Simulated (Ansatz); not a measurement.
# How the conductance of Zr/AlN/TaN changes with thickness, part 6 of 6

Wanted: T(E), the conductance and its decay constant for Zr/AlN/TaN. The lower electrode is Zr hcp(0001), the upper one TaN rock salt(111); the barrier is AlN wurtzite(0001) (whole bilayers). In the first transport cell, after relaxation, the nearest pair of electrode and barrier is Zr–N at 2.14 Å, along the normal, at the lower face and N–Al at 1.90 Å, along the normal, at the upper one. All share a net of side 3.13 Å, which strains the lower electrode by -3.1 %, the upper one by +0.1 % and the barrier by +0.0 %, against typed lattice constants near PBE's. The first steps treat the bulk electrodes alone.

Ansatz 0.2.0; PBE DFT, plane waves, PAW files (the session's first sound run).

So far, transmission at the Fermi level (a spin, zone mean): step 5 (transmission over a wide range of energy) 3.5e-5; step 6 (conductance, atomic planes in the barrier 4, gap between the electrodes 7.13 Å) 0.00225; step 7 (conductance, 34 atoms) 4.4e-5; step 8 (conductance, atomic planes in the barrier 12, gap between the electrodes 17.17 Å) 9.5e-7; step 9 (conductance, atomic planes in the barrier 16, gap between the electrodes 22.19 Å) 2.7e-8.

## Step 12: A repeat with changed settings, 34 atoms

This step: PBE DFT, plane waves, PAW files; ballistic transmission by layer matching between semi-infinite leads; changed: basis.ecutrho_ratio = 12, hamiltonian.hubbard = {"sites": [{"species": "Zr", "l": "d", "u_eff": 4.0}], "double_counting": "amf"}, scf.algorithm = "density_mixing" (Ansatz 0.2.0).

System of this step: Zr/AlN/TaN. The cell holds 34 atoms: 11 Zr, 12 N, 4 Al and 7 Ta. Its edges and angles: a = 3.130 Å, b = 3.130 Å, c = 70.629 Å, α = 90.0°, β = 90.0°, γ = 120.0°. Regions: left electrode, 11 atoms (11 Zr); barrier, 8 atoms (4 N and 4 Al); right electrode, 15 atoms (8 N and 7 Ta). Vacuum lies along c.

This run repeats an earlier one, its twin (the spectrum run, 8 atomic planes between the electrodes), with four settings changed (scf.algorithm, hamiltonian.hubbard.sites, hamiltonian.hubbard.double_counting, basis.ecutrho_ratio; files written aside). It is meant to test how the run responds to these settings. Where the input is shown as a difference, that is against the step before, not the twin.

The input, input.yaml:

```yaml
crystal:
  lattice:
    - [3.13, 0.0, 0.0]
    - [-1.565, 2.7106595138, 0.0]
    - [0.0, 0.0, 70.6290914053]
  atoms:
    - { symbol: Zr, position: [0.33333333, 0.66666667, 0.0991093027] }
    - { symbol: Zr, position: [0.0, 0.0, 0.1368447582] }
    - { symbol: Zr, position: [0.33333333, 0.66666667, 0.1745802137] }
    - { symbol: Zr, position: [0.0, 0.0, 0.2123156692] }
    - { symbol: Zr, position: [0.33333333, 0.66666667, 0.2500511247] }
    - { symbol: Zr, position: [0.0, 0.0, 0.2877865802] }
    - { symbol: Zr, position: [0.33333333, 0.66666667, 0.3255220356] }
    - { symbol: Zr, position: [0.0, 0.0, 0.3632574911] }
    - { symbol: Zr, position: [0.33333333, 0.66666667, 0.4009929466] }
    - { symbol: Zr, position: [0.0, 0.0, 0.4387284021] }
    - { symbol: Zr, position: [0.33333333, 0.66666667, 0.4791378444] }
    - { symbol: "N", position: [0.33333333, 0.66666667, 0.5094919354] }
    - { symbol: Al, position: [0.66666667, 0.33333333, 0.5176708783] }
    - { symbol: "N", position: [0.66666667, 0.33333333, 0.5447834561] }
    - { symbol: Al, position: [0.33333333, 0.66666667, 0.5531913071] }
    - { symbol: "N", position: [0.33333333, 0.66666667, 0.5802844341] }
    - { symbol: Al, position: [0.66666667, 0.33333333, 0.5887324975] }
    - { symbol: "N", position: [0.66666667, 0.33333333, 0.6158325355] }
    - { symbol: Al, position: [0.33333333, 0.66666667, 0.6242256727] }
    - { symbol: "N", position: [0.33333333, 0.66666667, 0.6511925415] }
    - { symbol: Ta, position: [0.66666667, 0.33333333, 0.6670573568] }
    - { symbol: "N", position: [0.0, 0.0, 0.6850445368] }
    - { symbol: Ta, position: [0.33333333, 0.66666667, 0.7030317169] }
    - { symbol: "N", position: [0.66666667, 0.33333333, 0.7210188969] }
    - { symbol: Ta, position: [0.0, 0.0, 0.7390060769] }
    - { symbol: "N", position: [0.33333333, 0.66666667, 0.756993257] }
    - { symbol: Ta, position: [0.66666667, 0.33333333, 0.774980437] }
    - { symbol: "N", position: [0.0, 0.0, 0.7929676171] }
    - { symbol: Ta, position: [0.33333333, 0.66666667, 0.8109547971] }
    - { symbol: "N", position: [0.66666667, 0.33333333, 0.8289419771] }
    - { symbol: Ta, position: [0.0, 0.0, 0.8469291572] }
    - { symbol: "N", position: [0.33333333, 0.66666667, 0.8649163372] }
    - { symbol: Ta, position: [0.66666667, 0.33333333, 0.8829035173] }
    - { symbol: "N", position: [0.0, 0.0, 0.9008906973] }
kpoints:
  mp_grid: { grid: [12, 12, 1] }
scf:
  occupations: { method: fermi_dirac, width: 0.1 }
  max_iter: 150
  algorithm: density_mixing
hamiltonian:
  xc: pbe
  hubbard: { sites: [{ species: Zr, l: d, u_eff: 4.0 }], double_counting: amf }
output:
  transmission:
    kmesh: [12, 12]
    e_range: [-3, 3]
    de: 0.1
    leads: [[4, 6], [26, 28]]
  dos: { projected: true, e_range: [-6, 5], de: 0.05 }
  write_potential: true
  write_density: true
  volumetric_format: npy
basis:
  ecutrho_ratio: 12
```

The run is started by

```console
$ ansatz run input.yaml --threads 4 --pin off --max-ram 12288MiB --backend cpu --events-out ev --progress --plain --runs-dir out
```

Numbers of over 12 decimals in the logs are rounded to 6 here.

Output:

```text
Zr: projections on atomic orbitals take those of the free atom [Ar 3d10] 4s2 4p6 4d2 5s2, of charge +0.00 (hamiltonian.pseudopotentials.projection_atoms); the dataset's partial waves leave at most 4.4e-6 of an orbital's norm unspanned inside its sphere
N: projections on atomic orbitals take those of the free atom [He] 2s2 2p3, of charge +0.00 (hamiltonian.pseudopotentials.projection_atoms); the dataset's partial waves leave at most 9.3e-9 of an orbital's norm unspanned inside its sphere
Al: projections on atomic orbitals take those of the free atom [Ne] 3s2 3p1, of charge +0.00 (hamiltonian.pseudopotentials.projection_atoms); the dataset's partial waves leave at most 3.3e-8 of an orbital's norm unspanned inside its sphere
Ta: projections on atomic orbitals take those of the free atom [Kr 4d10 4f14] 5s2 5p6 5d3 6s2, of charge +0.00 (hamiltonian.pseudopotentials.projection_atoms); the dataset's partial waves leave at most 6.0e-5 of an orbital's norm unspanned inside its sphere
Engine: ansatz 0.2.0, aarch64-unknown-linux-gnu
Pseudopotentials: kind: paw
Pseudopotential: Zr, paw, valence charge 12, recommended cutoff 420 eV (normal), Zr.paw.azcp
Pseudopotential: N, paw, valence charge 5, recommended cutoff 420 eV (normal), N.paw.azcp
Pseudopotential: Al, paw, valence charge 3, recommended cutoff 420 eV (normal), Al.paw.azcp
Pseudopotential: Ta, paw, valence charge 13, recommended cutoff 420 eV (normal), Ta.paw.azcp
Functional definition: PBE
  parameter kappa = 0.804
  parameter beta = 0.066725
  exchange = pbe_x(kappa = kappa, mu = beta*pi^2/3)
  correlation = pbe_c(beta = beta)
Crystal: 34 atoms, lattice volume = 599.243 Å³
Basis set: ecut = 420 eV, 11637 PW (Γ)
Bands: 182, of which v1, the nominal top of the filled ones, is band 148 counted from 1 (147 counted from 0)
Symmetry: 6 space group operations
Space group: P3m1 (ITA 156), of the structure as read, at distance tolerance 8.4e-5 Å
k-points: 19 of 144 (time reversal used)
Non-local potential: Zr, projectors of the file, l = 0: 3, l = 1: 2, l = 2: 2, l = 3: 2
Non-local potential: N, projectors of the file, l = 0: 2, l = 1: 2, l = 2: 1
Non-local potential: Al, projectors of the file, l = 0: 2, l = 1: 2, l = 2: 1
Non-local potential: Ta, projectors of the file, l = 0: 3, l = 1: 2, l = 2: 2, l = 3: 1
PAW form: soft (Blöchl's): semilocal exchange-correlation on the pseudo side does not see the compensation charge
PAW one-centre angular grid: Zr, 590 points (default); XC on 64 Gauss nodes
PAW one-centre angular grid: N, 110 points (default); XC on 64 Gauss nodes
PAW one-centre angular grid: Al, 110 points (default); XC on 64 Gauss nodes
PAW one-centre angular grid: Ta, 590 points (default); XC on 64 Gauss nodes
[...]
SCF iter  21: F=—  HF=-122328.243114 eV  |F-HF|=—  |Δ(HF+E_count)|=   9.68e-9  Δρ=5.74e-6  dr2=4.16e-7  ethr=5.14e-10  ⟨swp⟩=3.0  Hψ=6266  notcnv=0  defer=9
SCF iter  22: F=—  HF=-122328.243114 eV  |F-HF|=—  |Δ(HF+E_count)|=   2.48e-8  Δρ=3.54e-6  dr2=1.82e-7  ethr=1.41e-10  ⟨swp⟩=3.2  Hψ=6005  notcnv=0  defer=9
SCF iter  23: F=-122328.243114 eV  HF=-122328.243114 eV  |F-HF|=4.25e-8  |Δ(HF+E_count)|=   8.61e-9  Δρ=1.94e-6  dr2=5.43e-8  ethr=3.39e-11  ⟨swp⟩=14.9  Hψ=12256  notcnv=0
SCF 1 converged in 23 iterations: F = -122328.243114 eV  dr2 = 5.43e-8
[...]
WARN: output.transmission: not made: transmission: the Hubbard projectors on the atom 1 (counted from 0) do not fall off within 12 Å along the current: a higher cutoff may end them, or hamiltonian.hubbard.projectors: atomic, which wants another U. The run goes on to what it still can, and will not end as completed
WARN: The output density's exchange-correlation potential varies sharply where the density is thin. Do not read a vacuum level from v_tot or v_xc, or from such a field of the output density. On a cell that repeats whose density bears no net charge and no dipole along the vacuum's axis use v_es (v_loc + v_h of the components); under efield.dipole_correction with no amplitude use v_es + v_field, which holds any externa [...]
SCF converged after 23 iterations
Free energy (F): -122328.243114 eV
Harris-Foulkes:  -122328.243114 eV  (|F-HF|=4.25e-8)
Internal energy: -122327.636979 eV  (E = F + TS)
E sigma→0 (E₀):  -122327.940047 eV
Entropy (-TS):   -0.606135 eV (-17.827 meV/atom)
Fermi energy:    11.727091 eV
--- Per-component energies (eV) ---
  E_band       = -2718.243818
  E_kinetic    = 7920.774827
  E_local      = -326491.814665  (includes V_loc(G=0)·N_el)
  E_nonlocal   = 1573.327535
  E_hartree    = 160391.883535
  E_xc         = -4200.246500
  E_vxc        = -4578.444202  (∫ρ·V_xc dr)
  E_hubbard    = -0.646389  (on-site DFT+U / exact-exchange correction)
  E_vhub       = -1.292746  (the Hubbard potential's part of the band-sum identity)
  E_paw        = -94671.252062  (= ΣΔE_a)
  E_vpaw       = -1924.608266  (= ΣTr[D̂ρ^β])
  E_aug_tail   = -0.000014  (compensation charges beyond the density's cutoff)
  E_ewald      = 133150.336754
  E_smearing   = -0.606135  (= −TS)
  E_closure    = 0.000000  (closes the sum)
  Σ components = -122328.243114   (vs F -122328.243114, Δ=0.00e0)
DFT+U double counting: amf (around mean field; hamiltonian.hubbard.double_counting)
--- Band table (eV; the first three rows and the last of 19) ---
  k-point 0: bands = [... 144 lower, 11.6763, 11.7140, 11.7479, 11.7479, 11.8966, 11.9680, 12.0391, 12.1808, ... 30 higher]
  k-point 1: bands = [... 144 lower, 11.5811, 11.6715, 11.7922, 11.8871, 11.8897, 11.9119, 11.9747, 12.0309, ... 30 higher]
  k-point 2: bands = [... 144 lower, 11.4908, 11.6119, 11.6290, 11.6759, 11.6914, 11.8407, 11.8631, 11.9142, ... 30 higher]
  k-point 18: bands = [... 144 lower, 11.5584, 11.5648, 11.6223, 11.6577, 11.6602, 11.6788, 11.8248, 11.8536, ... 30 higher]
Occupation matrices written to <dir>
Error: transmission: the Hubbard projectors on the atom 1 (counted from 0) do not fall off within 12 Å along the current: a higher cutoff may end them, or hamiltonian.hubbard.projectors: atomic, which wants another U
```

Run time: 5.5 min. Hardware: 4 threads of Arm Neoverse V1, shared host; peak memory 5.6 GiB.

The run ended with an error after its SCF cycle had converged; no result of it is taken.

The program's message: “Error: transmission: the Hubbard projectors on the atom 1 (counted from 0) do not fall off within 12 Å along the current: a higher cutoff may end them, or hamiltonian.hubbard.projectors: atomic, which …”

## Step 13: A check of the settings, 30 atoms: output.transmission.temperature = 900.0

This step: PBE DFT, plane waves, PAW files; ballistic transmission by layer matching between semi-infinite leads; changed: output.transmission.temperature = 900.0 (Ansatz 0.2.0).

System of this step: Zr/AlN/TaN. The cell holds 30 atoms: 11 Zr, 10 N, 2 Al and 7 Ta. Its edges and angles: a = 3.130 Å, b = 3.130 Å, c = 65.611 Å, α = 90.0°, β = 90.0°, γ = 120.0°. Regions: left electrode, 11 atoms (11 Zr); barrier, 4 atoms (2 N and 2 Al); right electrode, 15 atoms (8 N and 7 Ta). Vacuum lies along c.

This run repeats an earlier one, its twin (the conductance run, 4 atomic planes between the electrodes), with one setting changed (output.transmission.temperature; files written aside). It is meant to test how the leads' temperature enters. Where the input is shown as a difference, that is against the step before, not the twin.

The input, input.yaml:

```yaml
crystal:
  lattice:
    - [3.13, 0.0, 0.0]
    - [-1.565, 2.7106595138, 0.0]
    - [0.0, 0.0, 65.6109594818]
  atoms:
    - { symbol: Zr, position: [0.33333333, 0.66666667, 0.106689493] }
    - { symbol: Zr, position: [0.0, 0.0, 0.1473110744] }
    - { symbol: Zr, position: [0.33333333, 0.66666667, 0.1879326559] }
    - { symbol: Zr, position: [0.0, 0.0, 0.2285542373] }
    - { symbol: Zr, position: [0.33333333, 0.66666667, 0.2691758188] }
    - { symbol: Zr, position: [0.0, 0.0, 0.3097974002] }
    - { symbol: Zr, position: [0.33333333, 0.66666667, 0.3504189817] }
    - { symbol: Zr, position: [0.0, 0.0, 0.3910405632] }
    - { symbol: Zr, position: [0.33333333, 0.66666667, 0.4316621446] }
    - { symbol: Zr, position: [0.0, 0.0, 0.4722837261] }
    - { symbol: Zr, position: [0.33333333, 0.66666667, 0.5157838092] }
    - { symbol: "N", position: [0.33333333, 0.66666667, 0.5484594762] }
    - { symbol: Al, position: [0.66666667, 0.33333333, 0.5572639703] }
    - { symbol: "N", position: [0.66666667, 0.33333333, 0.5864502032] }
    - { symbol: Al, position: [0.33333333, 0.66666667, 0.5954852738] }
    - { symbol: "N", position: [0.33333333, 0.66666667, 0.6245146533] }
    - { symbol: Ta, position: [0.66666667, 0.33333333, 0.6415928594] }
    - { symbol: "N", position: [0.0, 0.0, 0.6609557554] }
    - { symbol: Ta, position: [0.33333333, 0.66666667, 0.6803186513] }
    - { symbol: "N", position: [0.66666667, 0.33333333, 0.6996815473] }
    - { symbol: Ta, position: [0.0, 0.0, 0.7190444433] }
    - { symbol: "N", position: [0.33333333, 0.66666667, 0.7384073392] }
    - { symbol: Ta, position: [0.66666667, 0.33333333, 0.7577702352] }
    - { symbol: "N", position: [0.0, 0.0, 0.7771331312] }
    - { symbol: Ta, position: [0.33333333, 0.66666667, 0.7964960272] }
    - { symbol: "N", position: [0.66666667, 0.33333333, 0.8158589231] }
    - { symbol: Ta, position: [0.0, 0.0, 0.8352218191] }
    - { symbol: "N", position: [0.33333333, 0.66666667, 0.8545847151] }
    - { symbol: Ta, position: [0.66666667, 0.33333333, 0.8739476111] }
    - { symbol: "N", position: [0.0, 0.0, 0.893310507] }
kpoints:
  mp_grid: { grid: [12, 12, 1] }
scf:
  occupations: { method: fermi_dirac, width: 0.1 }
  max_iter: 150
hamiltonian:
  xc: pbe
output:
  transmission:
    kmesh: [30, 30]
    e_range: [-0.26, 0.27]
    de: 0.0375
    leads: [[4, 6], [22, 24]]
    temperature: 900.0
```

Output:

```text
[...]
Crystal: 30 atoms, lattice volume = 556.667 Å³
Basis set: ecut = 420 eV, 10779 PW (Γ)
Bands: 170, of which v1, the nominal top of the filled ones, is band 140 counted from 1 (139 counted from 0)
Symmetry: 6 space group operations
[...]
k-points: 19 of 144 (time reversal used)
[...]
SCF iter   1: F=—  HF=-120481.951767 eV  |F-HF|=—  |Δ(HF+E_count)|=         —  Δρ=2.43e-2  dr2=1.29e3  ethr=1.77e-3  ⟨swp⟩=8.6  Hψ=14919  notcnv=0
[...]
SCF iter  11: F=-120479.359382 eV  HF=-120479.359382 eV  |F-HF|=7.19e-9  |Δ(HF+E_count)|=   7.56e-8  Δρ=1.37e-6  dr2=2.60e-8  ethr=3.58e-11  ⟨swp⟩=11.0  Hψ=9476  notcnv=0
SCF 1 converged in 11 iterations: F = -120479.359382 eV  dr2 = 2.60e-8
[...]
transmission: 562 of 5551 steps passed
transmission: 1111 of 5551 steps passed
[...]
transmission: 5551 of 5551 steps passed
SCF converged after 11 iterations
Free energy (F): -120479.359382 eV
[...]
Internal energy: -120478.704950 eV  (E = F + TS)
E sigma→0 (E₀):  -120479.032166 eV
Entropy (-TS):   -0.654432 eV (-21.814 meV/atom)
Fermi energy:    11.932975 eV
[...]
--- Band table (eV; the first three rows and the last of 19) ---
  k-point 0: bands = [... 136 lower, 11.8901, 11.9534, 11.9534, 11.9636, 12.1132, 12.2137, 12.2955, 12.4040, ... 26 higher]
  k-point 1: bands = [... 136 lower, 11.7867, 11.9182, 11.9738, 12.0927, 12.1175, 12.1447, 12.2116, 12.2700, ... 26 higher]
  k-point 2: bands = [... 136 lower, 11.6581, 11.8113, 11.8833, 11.9340, 12.0013, 12.0375, 12.0462, 12.1261, ... 26 higher]
  k-point 18: bands = [... 136 lower, 11.7396, 11.8273, 11.8641, 11.9611, 12.0070, 12.0161, 12.0265, 12.0468, ... 26 higher]
--- Transmission ---
  basis      : 73 plane waves across, 61 finite elements along
  points     : 91, standing for a mesh of 30 x 30
[...]
channels       : 7.388889e-1 a spin
[...]
slowest decay  : 0.0100 /Å at (0.4333, 0.0000)
[...]
channels       : 1.846667e0 a spin
[...]
slowest decay  : 0.0229 /Å at (0.3333, 0.3333)
  junction   : crystal 0 to crystal 1, 19.69 to 49.59 Å
    transmission   : 2.249536e-3 a spin
[...]
```

The job ended after 4 min (4 threads; peak memory 2.8 GiB; 13 min of CPU time).

Numbers from this step:

```yaml
free_energy: -120479.3594 eV
fermi_energy: 11.93 eV
transmission_at_the_fermi_level_a_spin_zone_mean: 0.002250
potential_step_in_the_upper_lead: 31.4 meV
```

One spin. The transmission, zone mean by energy, zero at the Fermi level:

```csv
energy (eV),"transmission, zone mean"
-0.260,0.00238
-0.223,0.00234
-0.185,0.00244
-0.147,0.00246
-0.110,0.00216
-0.072,0.00224
-0.035,0.00216
0.003,0.00225
0.040,0.00268
0.077,0.00383
0.115,0.00362
0.152,0.00403
0.190,0.00588
0.228,0.00680
0.265,0.00682
```

One spin. Table of open channels, zone mean by energy, zero at the Fermi level:

```csv
energy (eV),lower lead,upper lead
-0.260,0.63,1.81
-0.223,0.617,1.85
-0.185,0.626,1.87
-0.147,0.672,1.85
-0.110,0.659,1.87
-0.072,0.586,1.82
-0.035,0.666,1.81
0.003,0.739,1.85
0.040,0.852,1.85
0.077,1.06,1.79
0.115,1.18,1.80
0.152,1.21,1.86
0.190,1.22,1.87
0.228,1.22,1.87
0.265,1.28,1.87
```

Transmission over k1 and k2. At 0.0025 eV from the Fermi level.

Values in units of 1e-2, 12 rows by 16 columns, each cell a mean:
```
0.0 0.0 0.0 0.0 0.0 0.0 0.0 0.0 0.0 0.0 0.1 1.0 1.3 1.1 0.5 0.0
0.0 0.0 0.0 0.0 0.0 0.1 0.0 0.0 0.0 0.0 0.0 1.0 0.9 0.2 1.0 0.7
0.4 0.0 0.0 0.0 0.0 0.0 0.0 0.0 0.0 0.0 0.0 0.3 1.1 0.8 0.8 1.3
0.2 0.0 0.1 0.0 0.0 0.2 0.2 0.2 0.1 0.0 0.1 0.0 0.2 0.6 0.9 0.7
0.0 0.0 0.0 0.0 0.1 0.3 0.7 0.6 0.5 0.3 0.1 0.0 0.0 0.0 0.0 0.0
0.0 0.0 0.0 0.0 0.0 0.3 0.6 0.4 0.4 0.5 0.4 0.1 0.0 0.0 0.0 0.0
0.0 0.0 0.0 0.0 0.0 0.1 0.4 0.5 0.4 0.5 0.5 0.2 0.0 0.0 0.0 0.0
0.0 0.1 0.0 0.0 0.0 0.1 0.0 0.3 0.5 0.5 0.4 0.2 0.0 0.0 0.0 0.0
0.9 1.3 1.2 0.9 0.3 0.0 0.0 0.0 0.1 0.1 0.1 0.0 0.0 0.0 0.0 0.0
0.7 1.1 0.2 0.6 1.1 0.2 0.0 0.0 0.0 0.0 0.0 0.0 0.0 0.0 0.0 0.0
0.0 0.8 1.0 0.6 1.3 0.5 0.0 0.0 0.0 0.0 0.0 0.0 0.0 0.0 0.0 0.0
0.0 0.0 0.3 1.0 1.1 0.3 0.0 0.0 0.0 0.0 0.0 0.2 0.3 0.1 0.0 0.0
```
Columns: k1 (b1) from -0.5 to 0.467; rows upwards: k2 (b2) from -0.5 to 0.467.

The temperature enters the conductance and not T(E) itself. This run's window or step doesn't suffice for the thermal average, so it gives no conductance.

## Step 14: What came out

| Quantity | Value |
| --- | --- |
| 1/G at 7.13 Å gap | 0.432 Ω um² |
| 1/G at 22.2 Å gap | 38467 Ω um² |
| decay constant β | 0.76 Å⁻¹ |

A fit of ln G against d gives β = 0.76 Å⁻¹, and step by step the slopes are 0.78, 0.77 and 0.72 Å⁻¹. They agree within a fifth, so G falls as one exponential, by a factor of ten every 3.0 Å. At the Fermi level the layers of the barrier in the wide-window run (8 planes) hold from 0.0016 to 0.089 states an eV and atom. A semilocal functional narrows gaps, which tends to make the decay too slow. For band edges and narrow resonances between the energies solved the program's estimate reaches 85 %, so such features can't be ruled out. The program's largest other error estimate on these conductances is 83 %, from the leads' potential steps, in the run that gave 4.6e10 S/m². In 4 of these 4 runs a lead's potential steps by more than 25 meV, which the program flags as too much. No spin-orbit coupling, phonons, disorder or image charges enter; the interfaces are ordered, one cell wide and lattice-matched by strain. Semilocal gaps are too small, which can bring a band edge of the barrier nearer to the Fermi level than it is.

[Logs are printed without paths, hosts, clocks, repeated set-up lines and the standing remarks that a program may print on its own settings, such as how far it seeks lower states.]

[Hosts, paths, dates, database ids (printed as entryN), source tags and the programs' standing remarks are cut or masked in the printed files.]
